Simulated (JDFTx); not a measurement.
**CoO: band structure with PBEsol**

Crystal: CoO.

```xyz
2
Lattice="0.0000 2.1315 2.1315 2.1315 0.0000 2.1315 2.1315 2.1315 0.0000" Properties=species:S:1:pos:R:3 pbc="T T T"
Co    0.0000    0.0000    0.0000
O     2.1315    2.1315    2.1315
```

```
Program                                 : JDFTx 1.7.0 (patched build)
Task                                    : band structure
Functional                              : PBEsol
Potentials or basis                     : PseudoDojo-SR-PBEsol-0.4.1-standard with smoothed tails
Cutoff                                  : 1306 eV
Density cutoff                          : 10449 eV
k mesh                                  : 11 × 11 × 11
Occupations                             : fermi-dirac, width 0.05 eV
Spin                                    : collinear spin, ferromagnetic start
Starting moments                        : [2.0, 0.0] μB
Band ratio of the Davidson solver       : 1.3
Local potential set to -Z/r beyond      : 6 bohr
Density cutoff over wavefunction cutoff : 8
Max SCF steps                           : 30
SCF threshold on the energy             : 1e-06 Ha
Solver of the electrons                 : minimize
Further solve for the empty bands       : no
Start                                   : density of an earlier self-consistent run, held fixed
Path                                    : G-X-W-K-G-L-U-W-L-K-U-X
```

The band gap along the path is none (metal or under the smearing width).

Levels at the corners of the path, in eV from the Fermi level:
Spin up:
```csv
point,band 10,band 11,band 12,band 13,band 14
Γ,-3.28,-3.22,-3.22,-3.22,0.80
X,-3.05,-2.54,-2.20,-2.20,5.65
W,-2.42,-2.42,-2.20,-1.49,7.88
K,-2.33,-2.17,-2.07,-1.43,7.21
Γ,-3.28,-3.22,-3.22,-3.22,0.80
L,-2.49,-1.94,-0.03,-0.03,4.81
U,-2.33,-2.17,-2.07,-1.43,7.21
W,-2.42,-2.42,-2.20,-1.49,7.88
L,-2.49,-1.94,-0.03,-0.03,4.81
K,-2.33,-2.17,-2.07,-1.43,7.21
U,-2.33,-2.17,-2.07,-1.43,7.21
X,-3.05,-2.54,-2.20,-2.20,5.65
```
Spin down:
```csv
point,band 6,band 7,band 8,band 9,band 10,band 11,band 12,band 13,band 14
Γ,-2.64,-2.64,-2.64,-1.10,-1.10,-1.10,-0.14,-0.14,1.32
X,-6.52,-3.91,-3.91,-2.26,0.16,0.16,0.33,0.80,6.40
W,-5.71,-5.71,-5.12,-0.37,-0.37,0.16,0.69,1.42,8.72
K,-6.13,-5.74,-4.39,-1.02,0.01,0.17,0.94,1.41,7.94
Γ,-2.64,-2.64,-2.64,-1.10,-1.10,-1.10,-0.14,-0.14,1.32
L,-7.72,-4.73,-4.73,-0.11,-0.11,0.19,2.54,2.54,5.08
U,-6.13,-5.74,-4.39,-1.02,0.01,0.17,0.94,1.41,7.94
W,-5.71,-5.71,-5.12,-0.37,-0.37,0.16,0.69,1.42,8.72
L,-7.72,-4.73,-4.73,-0.11,-0.11,0.19,2.54,2.54,5.08
K,-6.13,-5.74,-4.39,-1.02,0.01,0.17,0.94,1.41,7.94
U,-6.13,-5.74,-4.39,-1.02,0.01,0.17,0.94,1.41,7.94
X,-6.52,-3.91,-3.91,-2.26,0.16,0.16,0.33,0.80,6.40
```

Run time: 19 s on 1 thread of Intel(R) Xeon(R) 6975P-C (Granite Rapids) (shared host), peak memory 0.14 GiB.

Caveat: semilocal functionals often make such compounds metallic where correlation or magnetic order opens a gap, which also shifts bond lengths.
